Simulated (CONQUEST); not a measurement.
# CdTe under changes of volume

One of the cells (32.922 Å³/atom); the others are scaled copies at fixed shape and fractional positions:

```
CELL_PARAMETERS angstrom
4.53255 0.00000 0.00000
0.00000 4.53255 0.00000
0.00000 0.00000 6.41000
ATOMIC_POSITIONS crystal
Te 0.00000 0.50000 0.25000
Te 0.50000 0.00000 0.75000
Cd 0.00000 0.00000 0.00000
Cd 0.50000 0.50000 0.50000
```

* Program: CONQUEST 1.3
* Functional: PBE
* Potentials or basis: PseudoDojo NC PBE, DZ, grid of 48 × 48 × 60 points
* k mesh: 6 × 6 × 4
* Occupations: fermi-dirac, width 0.05 eV
* Spin: no spin polarisation

```csv
volume (Å³/atom),energy over the lowest point (meV/atom),pressure (GPa),gap on the mesh (eV)
30.947,?,?,?
31.605,128.36,9.3,0.88
32.263,92.88,8.0,0.79
32.922,63.03,6.6,0.71
33.580,37.99,5.6,0.63
34.239,16.96,4.6,0.56
34.897,0.00,3.7,0.48
```

Q: What does the run at 30.947 Å³/atom give?

A: Energy over the lowest point 169.56 meV/atom; pressure 10.8 GPa; gap on the mesh 0.97 eV.

Worked out: A Birch-Murnaghan fit of order 3 (a polynomial in V^(-2/3)) to the other rows has no minimum within the range. It gives 169.96 meV/atom at 30.947 Å³/atom, against the run's 169.56, and -dE/dV = 11.0 GPa, against 10.8. A straight line through the other rows of the gap, of slope -3.99 eV per unit of ln V, extrapolates to 0.96 eV, against the run's 0.97.

Energies are extrapolated to zero smearing.

Caveats: the atomic basis is small; spin-orbit coupling is left out, which moves the levels of the heavy elements; the basis of atomic orbitals isn't converged, which shifts pressures, moduli and gaps; the real-space grid breaks the cell's symmetry a little (some runs).

A mesh can miss the band edges.
